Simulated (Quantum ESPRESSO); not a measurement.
# Ti under changes of volume

One of the cells (16.679 Å³/atom); the others are scaled copies at fixed shape and fractional positions:

```xyz
3
Lattice="4.5367 0.0000 0.0000 -2.2684 3.9289 0.0000 0.0000 0.0000 2.8073" Properties=species:S:1:pos:R:3 pbc="T T T"
Ti    2.2684    1.3096    1.4036
Ti    0.0000    2.6193    1.4036
Ti    0.0000    0.0000    0.0000
```

This isn't the form of Ti at room conditions, which is hcp.

- Program: Quantum ESPRESSO 7.5
- Functional: r2SCAN
- Potentials or basis: SG15 PBE 1.2
- Cutoff: 952 eV
- Density cutoff: 3810 eV
- k mesh: 4 × 4 × 6
- Occupations: fermi-dirac, width 0.05 eV
- Spin: no spin polarisation

| volume (Å³/atom) | energy over the lowest point (meV/atom) | pressure (GPa) |
| --- | --- | --- |
| 15.999 | ? | ? |
| 16.339 | 11.08 | 5.2 |
| 16.679 | 2.82 | 2.5 |
| 17.020 | 0.00 | 0.1 |
| 17.360 | 2.19 | -2.2 |

Task: What does the run at 15.999 Å³/atom give?

Result: Energy over the lowest point 25.26 meV/atom; pressure 8.2 GPa.

Worked out: A Birch-Murnaghan fit of order 2 (a polynomial in V^(-2/3)) to the other rows has its minimum at 17.03 Å³/atom with B0 = V·E''(V) = 116 GPa at fixed shape and positions, which overstates the stiffness. It gives 25.42 meV/atom at 15.999 Å³/atom, against the run's 25.26, and -dE/dV = 8.3 GPa, against 8.2.

Energies are extrapolated to zero smearing.

Caveats: all runs use coarse meshes; the potentials were made for another functional, which shifts forces and pressure.
